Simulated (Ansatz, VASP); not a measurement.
Re in VASP and in Ansatz

```
Re
1.0
     0.00000    2.00099    2.00099
     2.00099    0.00000    2.00099
     2.00099    2.00099    0.00000
Re
1
Direct
  0.00000 0.00000 0.00000
```

Change from the starting cell: volume scaled by 1.04, PAW files.

Alike in both runs: task electric field gradients; functional PBEsol; k mesh 14 × 14 × 14; occupations fermi-dirac, width 0.05 eV; no spin polarisation.

```csv
,VASP,Ansatz
version,VASP 6.6.1,Ansatz 0.2.0
potentials or method,"VASP PAW PBE potentials, release 64 (Re)","PAW with Ansatz's default frozen-core files, scalar-relativistic"
plane-wave cutoff (eV),520,420
valence electrons in the cell,7,15
```

```tsv
	VASP	Ansatz	Ansatz less VASP
pressure (GPa)	-29.9	-29.3	+0.62
Vzz of the field gradient on the site that differs most (V/Å²)	0.0	0.0	0.00
```

The two sets of potentials don't hold the same shells in valence. Ansatz warned: «gradients_without_spin_orbit».

Caveats: so large a pressure means that the cell lies far from this level's equilibrium, or that cutoff or potentials fall short (VASP); the potentials were made for another functional, which shifts forces and pressure (VASP). The runs have no spin-orbit coupling, so splittings on Re are missing.
